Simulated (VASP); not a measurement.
# CO in VASP: notebook

One molecule, CO, is run at these levels: PBE+D3(BJ); tasks: relaxation of the atoms, vibrations by finite differences.

Program: VASP 6.6.1. These are calculated values, not measurements. Logs are shortened: lines on timing, memory, paths and dates and some standing lists are left out, and cuts for length are marked.

### Step 1. Starting point

The cell holds a molecule in a box, 2 atoms: a = 11.466 Å, b = 11.966 Å, c = 12.466 Å, α = 90.00°, β = 90.00°, γ = 90.00°.

### Step 2. Relaxation of the atoms, PBE+D3(BJ)

File INCAR:

```
SYSTEM = CO
  ALGO = Normal
  EDIFF = 1E-6
  EDIFFG = -0.03
  ENCUT = 400
  GGA = PE
  IBRION = 2
  ISIF = 2
  ISMEAR = 0
  ISYM = 0
  IVDW = 12
  LASPH = .TRUE.
  LCHARG = .FALSE.
  LREAL = .FALSE.
  LWAVE = .FALSE.
  NELM = 100
  NSW = 120
  PREC = Accurate
  SIGMA = 0.01
```

File KPOINTS:

```
k-points
0
G
  1 1 1
  0 0 0
```

File POSCAR:

```
CO
1.0
   11.4664208122      0.0000000000      0.0000000000
    0.0000000000     11.9664208122      0.0000000000
    0.0000000000      0.0000000000     12.4664208122
C O
1 1
Selective dynamics
Direct
    0.5219830803      0.5161969978      0.4612390426  F F F
    0.4780169197      0.4921597198      0.5387609574  T T T
```

Potentials or basis: VASP PAW PBE potentials, release 64 (C, O).

Run with:

```sh
> cat potpaw_PBE.64/C/POTCAR potpaw_PBE.64/O/POTCAR > POTCAR
> mpirun -np 1 vasp_gam > vasp.out
```

OUTCAR:

```text
SYSTEM = CO
   EDIFF = 1E-6
   EDIFFG = -0.03
   ENCUT = 400
   GGA = PE
   IBRION = 2
   ISIF = 2
   ISMEAR = 0
   ISYM = 0
   IVDW = 12
   LASPH = .TRUE.
   LREAL = .FALSE.
   NELM = 100
   NSW = 120
   PREC = Accurate
 IVDW          = 12

 ion  position               nearest neighbor table
   1  0.522  0.516  0.461-   2 1.13
   2  0.478  0.492  0.539-   1 1.13

IMPORTANT INFORMATION: All symmetrisations will be switched off!
NOSYMM: (Re-)initialisation of all symmetry stuff for point group C_1.

----------------------------------------------------------------------------------------

                                     Primitive cell

  volume of cell :    1710.5427

  direct lattice vectors                    reciprocal lattice vectors
    11.466420812  0.000000000  0.000000000     0.087211172  0.000000000  0.000000000
     0.000000000 11.966420812  0.000000000     0.000000000  0.083567176  0.000000000
     0.000000000  0.000000000 12.466420812     0.000000000  0.000000000  0.080215486

  length of vectors
    11.466420812 11.966420812 12.466420812     0.087211172  0.083567176  0.080215486

  position of ions in fractional coordinates (direct lattice)
     0.521983080  0.516196998  0.461239043
     0.478016920  0.492159720  0.538760957

  ion indices of the primitive-cell ions
   primitive index   ion index
                 1           1
                 2           2

----------------------------------------------------------------------------------------

 KPOINTS: k-points

Automatic generation of k-mesh.
 Grid dimensions read from file:
 generate k-points for:    1    1    1

 Generating k-lattice:

  Cartesian coordinates                     Fractional coordinates (reciprocal lattice)
     0.087211172  0.000000000  0.000000000     1.000000000  0.000000000  0.000000000
     0.000000000  0.083567176  0.000000000     0.000000000  1.000000000  0.000000000
     0.000000000  0.000000000  0.080215486     0.000000000  0.000000000  1.000000000

  Length of vectors
     0.087211172  0.083567176  0.080215486

  Shift w.r.t. Gamma in fractional coordinates (k-lattice)
     0.000000000  0.000000000  0.000000000

 Subroutine IBZKPT returns following result:
 ===========================================

 Found      1 irreducible k-points:

 Following reciprocal coordinates:
            Coordinates               Weight
  0.000000  0.000000  0.000000      1.000000
   k-points           NKPTS =      1   k-points in BZ     NKDIM =      1   number of bands    NBANDS=      9
   number of dos      NEDOS =    301   number of ions     NIONS =      2
   total plane-waves  NPLWV = 537600
   dimension x,y,z NGX =    80 NGY =   80 NGZ =   84
   dimension x,y,z NGXF=   160 NGYF=  160 NGZF=  168
   ions per type =               1   1
   NGX,Y,Z   is equivalent  to a cutoff of  11.60, 11.11, 11.20 a.u.
   NGXF,Y,Z  is equivalent  to a cutoff of  23.20, 22.23, 22.40 a.u.
 SYSTEM =  CO
   PREC   = accura    normal or accurate (medium, high low for compatibility)
   ISTART =      0    job   : 0-new  1-cont  2-samecut
   ICHARG =      2    charge: 1-file 2-atom 10-const
   ISPIN  =      1    spin polarized calculation?
   LNONCOLLINEAR =      F non collinear calculations
   LSORBIT =      F    spin-orbit coupling
   LASPH  =      T    aspherical Exc in radial PAW
   ENCUT  =  400.0 eV  29.40 Ry    5.42 a.u.  18.70 19.51 20.33*2*pi/ulx,y,z
   NELM   =    100;   NELMIN=  2; NELMDL= -5     # of ELM steps
   EDIFF  = 0.1E-05   stopping-criterion for ELM
   LREAL  =      F    real-space projection
   EDIFFG = -.3E-01   stopping-criterion for IOM
   NSW    =    120    number of steps for IOM
   IBRION =      2    ionic relax: 0-MD 1-quasi-New 2-CG
   NFREE  =      1    steps in history (QN), initial steepest desc. (CG)
   ISIF   =      2    stress and relaxation
   ISYM   =      0    0-nonsym 1-usesym 2-fastsym
   POTIM  = 0.5000    time-step for ionic-motion
   TEBEG  =    0.0;   TEEND  =   0.0 temperature during run
   PSTRESS=    0.0 pullay stress
   NELECT =      10.0000    total number of electrons
   NUPDOWN=      -1.0000    fix difference up-down
   EMIN   =  10.00;   EMAX   =-10.00  energy-range for DOS
   EFERMI =   0.00;   METHOD = LEGACY
   ISMEAR =     0;   SIGMA  =   0.01  broadening in eV -4-tet -1-fermi 0-gaus
   EFERMI_NEDOS =   21; number of points for ismear=-14 and -15
   IALGO  =     38    algorithm
   IMIX   =      4    mixing-type and parameters
     AMIX     =   0.40;   BMIX     =  1.00
     AMIX_MAG =   1.60;   BMIX_MAG =  1.00
  volume/ion in A,a.u.               =     855.27      5771.66
  Fermi-wavevector in a.u.,A,eV,Ry     =   0.294915  0.557309  1.183365  0.086975
  Thomas-Fermi vector in A             =   1.157983
   LORBIT       =      0    0 simple, 1 ext, 2 COOP (PROOUT), +10 PAW based schemes
   GGA     = PE    functional components
   LHFCALC =     F    Hartree Fock is set to
   AEXX    =    0.0000 exact exchange contribution
   IVDW    =    12    specifies the selected vdW correction
   LEPSILON=     F    determine dielectric tensor
   LRPA    =     F    only Hartree local field effects (RPA)
 conjugate gradient relaxation of ions
 non-spin polarized calculation
 Gauss-broadening in eV      SIGMA  =   0.01
  energy-cutoff  :      400.00
  volume of cell :     1710.54
 maximum number of plane-waves:     15554
 NGX is ok and might be reduce to    80
   NGX = 37   NGY = 39   NGZ = 41

--------------------------------------- Ionic step        1  -------------------------------------------

 number of electron      10.0000004 magnetization

 Free energy of the ion-electron system (eV)
  ---------------------------------------------------
  ext. energy  EPLUGINS =         0.00000000
  ---------------------------------------------------
  free energy    TOTEN  =       -14.79615445 eV

  energy without entropy =      -14.79615445  energy(sigma->0) =      -14.79615445

------------------------ aborting loop because EDIFF is reached ----------------------------------------

 Edisp (eV)   -0.01127

 E8    (eV) :    -0.0034

  FORCE on cell =-STRESS in cart. coord.  units (eV):
  Direction    XX          YY          ZZ          XY          YZ          ZX
  --------------------------------------------------------------------------------------
  -------------------------------------------------------------------------------------
  Total      -0.33609    -0.64667     0.84361     0.25304    -0.48341    -0.84868
  in kB      -0.31480    -0.60570     0.79016     0.23701    -0.45279    -0.79492
  external pressure =       -0.04 kB  Pullay stress =        0.00 kB

 VOLUME and BASIS-vectors are now :
 -----------------------------------------------------------------------------
  energy-cutoff  :      400.00
  volume of cell :     1710.54
      direct lattice vectors                 reciprocal lattice vectors
    11.466420812  0.000000000  0.000000000     0.087211172  0.000000000  0.000000000
     0.000000000 11.966420812  0.000000000     0.000000000  0.083567176  0.000000000
     0.000000000  0.000000000 12.466420812     0.000000000  0.000000000  0.080215486

 POSITION                                       TOTAL-FORCE (eV/Angst)
 -----------------------------------------------------------------------------------
      5.98528      6.17703      5.75000         0.870807      0.492960     -1.667461
      5.48114      5.88939      6.71642        -0.870807     -0.492960      1.667461
 -----------------------------------------------------------------------------------
    total drift:                                0.000125     -0.000420     -0.000228

  FREE ENERGIE OF THE ION-ELECTRON SYSTEM (eV)
  ---------------------------------------------------
  free  energy   TOTEN  =       -14.8074268867 eV

  energy  without entropy=      -14.8074268867  energy(sigma->0) =      -14.80742689

--------------------------------------- Ionic step        2  -------------------------------------------

 number of electron      10.0000009 magnetization

------------------------ aborting loop because EDIFF is reached ----------------------------------------

 Edisp (eV)   -0.01127

 E8    (eV) :    -0.0034

  FORCE on cell =-STRESS in cart. coord.  units (eV):
  Direction    XX          YY          ZZ          XY          YZ          ZX
  --------------------------------------------------------------------------------------
  -------------------------------------------------------------------------------------
  Total      -2.41175    -1.32898    -6.75285    -0.92509     1.77346     3.10916
  in kB      -2.25896    -1.24479    -6.32505    -0.86648     1.66110     2.91219
  external pressure =       -3.28 kB  Pullay stress =        0.00 kB

 VOLUME and BASIS-vectors are now :
 -----------------------------------------------------------------------------
  energy-cutoff  :      400.00
  volume of cell :     1710.54
      direct lattice vectors                 reciprocal lattice vectors
    11.466420812  0.000000000  0.000000000     0.087211172  0.000000000  0.000000000
     0.000000000 11.966420812  0.000000000     0.000000000  0.083567176  0.000000000
     0.000000000  0.000000000 12.466420812     0.000000000  0.000000000  0.080215486

 POSITION                                       TOTAL-FORCE (eV/Angst)
 -----------------------------------------------------------------------------------
      5.98528      6.17703      5.75000        -3.001212     -1.714879      5.754938
      5.43913      5.86561      6.79686         3.001212      1.714879     -5.754938
 -----------------------------------------------------------------------------------
    total drift:                                0.000217      0.000316     -0.000741

  FREE ENERGIE OF THE ION-ELECTRON SYSTEM (eV)
  ---------------------------------------------------
  free  energy   TOTEN  =       -14.5368786415 eV

  energy  without entropy=      -14.5368786415  energy(sigma->0) =      -14.53687864

--------------------------------------- Ionic step        3  -------------------------------------------

 number of electron      10.0000001 magnetization

 Free energy of the ion-electron system (eV)
  ---------------------------------------------------
  ext. energy  EPLUGINS =         0.00000000
  ---------------------------------------------------
  free energy    TOTEN  =       -14.81153785 eV

  energy without entropy =      -14.81153785  energy(sigma->0) =      -14.81153785

 E-fermi :  -8.9479     XC(G=0):  -0.3963

 val. band max:       -8.9971537894   @ k =   0.0000   0.0000   0.0000
 cond. band min:      -2.0763960131   @ k =   0.0000   0.0000   0.0000
 fundamental gap:      6.9207577763
 Fermi energy:        -8.9478754912

 k-point     1 :       0.0000    0.0000    0.0000
  band No.  band energies     occupation
      1     -29.1903      2.00000
      2     -13.9922      2.00000
      3     -11.6718      2.00000
      4     -11.6716      2.00000
      5      -8.9972      2.00000
      6      -2.0764      0.00000
      7      -2.0761      0.00000
      8      -0.1775      0.00000
      9       0.6731      0.00000

------------------------ aborting loop because EDIFF is reached ----------------------------------------

 Edisp (eV)   -0.01127

 E8    (eV) :    -0.0034

  FORCE on cell =-STRESS in cart. coord.  units (eV):
  Direction    XX          YY          ZZ          XY          YZ          ZX
  --------------------------------------------------------------------------------------
  -------------------------------------------------------------------------------------
  Total      -0.78055    -0.79269    -0.78604     0.00010     0.00096     0.00035
  in kB      -0.73110    -0.74247    -0.73624     0.00009     0.00090     0.00033
  external pressure =       -0.74 kB  Pullay stress =        0.00 kB

 VOLUME and BASIS-vectors are now :
 -----------------------------------------------------------------------------
  energy-cutoff  :      400.00
  volume of cell :     1710.54
      direct lattice vectors                 reciprocal lattice vectors
    11.466420812  0.000000000  0.000000000     0.087211172  0.000000000  0.000000000
     0.000000000 11.966420812  0.000000000     0.000000000  0.083567176  0.000000000
     0.000000000  0.000000000 12.466420812     0.000000000  0.000000000  0.080215486

 POSITION                                       TOTAL-FORCE (eV/Angst)
 -----------------------------------------------------------------------------------
      5.98528      6.17703      5.75000        -0.010823     -0.009854      0.023632
      5.47380      5.88524      6.73047         0.010823      0.009854     -0.023632
 -----------------------------------------------------------------------------------
    total drift:                               -0.000237     -0.000788     -0.001559

  FREE ENERGIE OF THE ION-ELECTRON SYSTEM (eV)
  ---------------------------------------------------
  free  energy   TOTEN  =       -14.8228094555 eV

  energy  without entropy=      -14.8228094555  energy(sigma->0) =      -14.82280946

 reached required accuracy - stopping structural energy minimisation
```

It took 2 min on 1 thread of Intel Xeon 6975P-C (Granite Rapids), shared host; peak memory 1 GiB.

What came out:

```
Free energy                     : -14.8228 eV
Energy gained by relaxing       : 7.7 meV/atom
Ionic steps                     : 3
Gap between the frontier levels : 6.92 eV
Dispersion energy per atom      : -0.006 eV
```

The path:
| step | energy change (eV) | largest force (eV/Å) | pressure (GPa) |
| --- | --- | --- | --- |
| 1 | 0.0000 | 1.9447 | 0.00 |
| 2 | 0.2705 | 6.7132 | -0.33 |
| 3 | -0.0154 | 0.0278 | -0.07 |

Final structure:
```xyz
2
Lattice="11.4664 0.0000 0.0000 0.0000 11.9664 0.0000 0.0000 0.0000 12.4664" Properties=species:S:1:pos:R:3 pbc="T T T"
C     5.9853    6.1770    5.7500
O     5.4738    5.8852    6.7305
```

Caveat: the cutoff is under 1.25 times the usual one of these potentials, so pressure, stress and relaxed cells hold a basis-set (Pulay) error; the standard files for N, O and F lose accuracy on very short bonds.

### Step 3. Vibrations by finite differences, PBE+D3(BJ)

File INCAR:

```
ALGO     = Normal         # electronic algorithm
EDIFF    = 1E-7           # SCF threshold, eV
ENCUT    = 400            # plane-wave cutoff, eV
GGA      = PE             # functional
IBRION   = 5              # ionic algorithm
ISIF     = 2              # what is computed and relaxed
ISMEAR   = 0              # smearing method
ISYM     = 0            
IVDW     = 12             # dispersion correction
LASPH    = T              # aspherical terms in the spheres
LCHARG   = F              # write CHGCAR
LREAL    = F              # projectors in reciprocal space
LWAVE    = F              # write WAVECAR
NELM     = 100            # most SCF steps
NFREE    = 2            
NSW      = 1              # ionic steps
POTIM    = 0.015          # step
PREC     = Accurate       # precision mode
SIGMA    = 0.01           # smearing width, eV
```

File KPOINTS:

```
k-points
0
Gamma
  1 1 1
```

File POSCAR:

```
CO                                      
1.0
   11.4664208122      0.0000000000      0.0000000000
    0.0000000000     11.9664208122      0.0000000000
    0.0000000000      0.0000000000     12.4664208122
  C               O             
     1     1
Selective dynamics
Direct
0.5219830802999965  0.5161969978000016  0.4612390425999990  T T T
0.4773768660984496  0.4918125282876026  0.5398882485923223  T T T
```

Potentials or basis: VASP PAW PBE potentials, release 64 (C, O).

Run with:

```sh
> cat potpaw_PBE.64/C/POTCAR potpaw_PBE.64/O/POTCAR > POTCAR
> mpirun -np 1 vasp_gam > vasp.out
```

Wall time 8.6 min (1 thread of Intel Xeon 6975P-C (Granite Rapids), shared host); peak memory 1.1 GiB.

The run converged. Its results:

```yaml
Highest_phonon_frequency_at_Γ_LO-TO_splitting_left_out: 2121 cm⁻¹
Most_unstable_mode: 23i cm⁻¹
Dispersion_energy_per_atom: -0.006 eV
```

Phonon frequencies in cm⁻¹ (negative: imaginary):
| q point | frequencies |
| --- | --- |
| (0.000, 0.000, 0.000) | -23 -4 0 5 27 2121 |

Caveat: the cutoff is under 1.25 times the usual one of these potentials, so pressure, stress and relaxed cells hold a basis-set (Pulay) error; some modes are imaginary; the standard files for N, O and F lose accuracy on very short bonds.
